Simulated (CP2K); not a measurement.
Pb in CP2K: the effect of functional

Crystal: Pb.

```
CELL_PARAMETERS angstrom
3.47597 0.00000 0.00000
1.75836 3.05244 0.00000
1.77250 1.02007 2.83955
ATOMIC_POSITIONS crystal
Pb 0.00000 0.00000 0.00000
```

Alike in all runs:

- Program: CP2K 2026.2
- Task: single point
- Potentials or basis: POTENTIAL_UZH Pb GTH-PBE-q4; TZVP-MOLOPT-PBE-GTH basis
- Density cutoff: 9184 eV
- k mesh: 9 × 9 × 9
- Occupations: fermi-dirac, width 0.05 eV
- Spin: no spin polarisation

```tsv
functional	pressure (GPa)
LDA	3.2
PBEsol	2.9
WC	3.1
optB88-vdW	5.8
vdW-DF2	8.9
M06-L	?
```

What does the run with functional M06-L give?

Pressure -2.7 GPa.

Caveats: the potentials were made for another functional, which shifts forces and pressure; the basis of atomic orbitals isn't converged, which shifts pressures, moduli and gaps.

Runs at the PBE level aren't shown here.
